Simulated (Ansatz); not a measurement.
A series in volume per atom on C

Equation of state of a cubic crystal from periodic Kohn-Sham density functional theory without spin; pressure corrected for the finite basis. The results are calculated, by Ansatz 0.2.0 development build.

Cell of the first row (space group Pm-3m, No. 221):
```
C
1.0
      1.7403     0.0000     0.0000
      0.0000     1.7403     0.0000
      0.0000     0.0000     1.7403
C
1
Direct
  0.00000 0.00000 0.00000
```

Settings of every row: formula C; structure type simple cubic; functional PBE; spin treatment none; k mesh 31x31x31; occupation method fermi-dirac; occupation width 0.061225619 eV; wave cutoff 420 eV; datasets soft-1 PAW; density cutoff ratio 4.

Limits: a cubic model structure, not a phase known at ambient conditions; modest k-mesh, values are not fully converged in k.

```csv
row,volume per atom (Å³),pressure (GPa),energy above lowest point (meV/atom)
1,5.271,20.993,19.86
2,5.383,12.943,8.03
3,5.495,5.625,1.57
4,5.607,?,?
5,5.719,-7.192,2.93
6,5.832,-12.719,9.92
7,5.944,-17.711,20.61
```

Question: what pressure should row 4 give?

Worked fit of pressure. Take u = (V_r/V)^(2/3) − 1 with V_r = 5.607 Å³ an atom, which is twice the finite (Eulerian) strain; such expansions in the strain, on which the Birch-Murnaghan equation of state is built, carry the rest volume and the bulk modulus. The shown rows have u = 0.04206, 0.02755, 0.01354, -0.0131, -0.02589, -0.03816. Least squares give pressure = −1.0826 + 478.38 × u + 1110.74 × u² GPa; a straight line predicts inner rows, each left out in turn, worse (root mean square 0.66 against 0.036 GPa). The rows lie off it by -0.010, 0.003, 0.027, -0.033, 0.004, 0.009 (root mean square 0.018 GPa). The pressure vanishes at u = 0.0023, or V = 5.588 Å³ an atom, and there the bulk modulus at fixed shape and fractions is B = −V dP/dV = (2/3)(1 + u) dP/du = 323 GPa. The withheld row has u = 0, so the fit gives −1.0826 + 478.38 × (0) + 1110.74 × (0)² = -1.083 GPa.

The calculation gave -1.077 GPa. The fit lies 0.006 GPa (0.016 % of the column's range) below it; its largest miss of a shown row is 0.033 GPa.

The other values of row 4: energy above lowest point 0 meV/atom.
